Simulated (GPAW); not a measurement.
Crystal: Ni.

```
Ni
1.0
     0.00000    1.73757    1.73757
     1.73757    0.00000    1.73757
     1.73757    1.73757    0.00000
Ni
1
Direct
  0.00000 0.00000 0.00000
```

Base run:

* Program: GPAW 26.7.0
* Functional: PBEsol
* Potentials or basis: PAW data sets generated in the run's folder for this functional
* Cutoff: 600 eV
* Basis: pw
* k mesh: 13 × 13 × 13
* Occupations: fermi-dirac, width 0.05 eV
* Spin: collinear spin, ferromagnetic start
* Starting moments: [1.0] μB
* Hubbard terms: Ni d U = 6 eV

Its results: pressure 0.2 GPa; net moment 0.91 μB per cell; site moments Ni +0.99 μB.

**Question.** The run is repeated on the same cell with these changes: hubbard terms from Ni d U = 6 eV to Ni d U = 4 eV. What comes out?

**Answer.** Pressure -0.4 GPa; net moment 0.85 μB per cell; site moments Ni +0.91 μB.

Caveats: the stock nickel data set gives pressures a few GPa off other programs; the U is typed as a test and isn't derived for this compound.
